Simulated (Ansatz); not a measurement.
Take BaSnO₃ in the cubic perovskite structure (space group Pm-3m, No. 221; a = 4.176 Å) as the base.

Structures relaxed with PBE/PAW in Ansatz (an electronic-structure program), no SOC, earlier PAW set.

Base:

Simulated powder pattern, Cu Kα1, λ = 1.54056 Å (kinematic, ideal powder, no thermal factors, no anomalous dispersion; the 14 strongest lines at most, above 2 %, up to 2θ = 90°):

```
2θ (°)  I/Imax (%)    hkl
------  ----------  -----
30.24          100  (110)
37.26          2.7  (111)
43.29           30  (200)
53.72           40  (211)
62.89           19  (220)
71.36           17  (310)
79.42          6.1  (222)
87.28           21  (321)
```

Perturbation: cell and atoms relaxed at a pressure of 30 GPa.

After the change:

Simulated powder pattern, Cu Kα1, λ = 1.54056 Å (kinematic, ideal powder, no thermal factors, no anomalous dispersion; the 14 strongest lines at most, above 2 %, up to 2θ = 90°):

```csv
2θ (°),d (Å),I/Imax (%),hkl
31.87,2.805,100,(110)
39.30,2.291,2.6,(111)
45.70,1.984,29,(200)
56.79,1.620,39,(211)
66.62,1.403,18,(220)
75.75,1.255,17,(310)
84.53,1.145,6.0,(222)
```

The indices refer to the base's conventional cell; one index is shown for lines that coincide.

Load acts through the strain it causes; cell and atoms are relaxed under it. No phonon test of stability was made. No other phases were tried under pressure.
